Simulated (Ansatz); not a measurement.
The system is Si.

```
CELL_PARAMETERS angstrom
3.83132 0.00000 0.00000
-1.91566 3.31802 0.00000
0.00000 0.00000 6.33262
ATOMIC_POSITIONS crystal
Si 0.66667 0.33333 0.93699
Si 0.33333 0.66667 0.43699
Si 0.66667 0.33333 0.56301
Si 0.33333 0.66667 0.06301
```

This isn't the form of Si at room conditions, which is diamond.

Base run:

- Program: Ansatz 0.2.0
- Functional: LDA
- Potentials or basis: all-electron LAPW, scalar-relativistic
- Cutoff: 197 eV (chosen from the basis error)
- Basis error allowed: 0.002 eV/atom
- k mesh: 8 × 8 × 4
- Occupations: fermi-dirac, width 0.05 eV
- Spin: no spin polarisation

Its results: band gap on the k mesh 0.32 eV, indirect (least direct gap 0.92 eV); pressure -2.1 GPa; largest force 0.015 eV/Å.

Question: The run is repeated on the same cell with these changes: functional from LDA to PBEsol. What comes out?

Answer: Band gap on the k mesh 0.31 eV, indirect (least direct gap 0.95 eV); pressure -0.5 GPa; largest force 0.010 eV/Å.

PBEsol binds less tightly than LDA, so the same cell stands under more pressure.
